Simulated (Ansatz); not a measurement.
# Structure relaxation of Ti3Al

Level of theory: DFT PBE, scalar-relativistic, plane waves, PAW (Ansatz). Cutoff 420 eV, Γ-centred k mesh, Gaussian smearing, no spin polarisation in the final step.

Ti3Al was placed on the sites of a reported Cu3Pd cell (P4/mmm, No. 123), with Al in place of Pd, Ti in place of Cu, at a guessed volume.

```
Ti Al
1.0
     4.05667    0.00000    0.00000
     0.00000    4.05667    0.00000
     0.00000    0.00000    4.01498
Ti Al
3 1
Direct
  0.00000 0.50000 0.50000
  0.50000 0.00000 0.50000
  0.50000 0.50000 0.00000
  0.00000 0.00000 0.00000
```

Cell and atoms relax at zero pressure; the relaxation can't lower the symmetry of the start.

Energies over the elements count from the elements' standard structures at the same level, with no empirical corrections.

(1) Describe the relaxed structure.

(2) What are its volume, energy, density and gap?

## Answers

(1) It ends in Pm-3m (No. 221). The result has the Cu3Au (L1_2) structure. Conventional cell: a = 4.051 Å. Around Ti lie 4 Al at 2.86 Å and 8 Ti at 2.86 Å; Al has 12 Ti at 2.86 Å.

```
Ti Al
1.0
     4.05143    0.00000    0.00000
     0.00000    4.05143    0.00000
     0.00000    0.00000    4.05143
Ti Al
3 1
Direct
  0.00000 0.50000 0.50000
  0.50000 0.00000 0.50000
  0.50000 0.50000 0.00000
  0.00000 0.00000 0.00000
```

(2) The volume per atom is 16.63 Å³, the density is 4.26 g/cm³ and the energy over the elements is -0.26 eV/atom. The gap on the 12×12×12 mesh is 0 eV (a metal).

The final run used a 12×12×12 mesh on its 4-atom cell and 0.10 eV smearing. The k mesh leaves about 4 meV/atom of noise in metals. A structure relaxed within its symmetry needn't be a true minimum. The steps took roughly 80 core-seconds in all.

Cost: 2 runs of about 1.3 core-minutes in all, on Arm Neoverse V2 (shared hosts).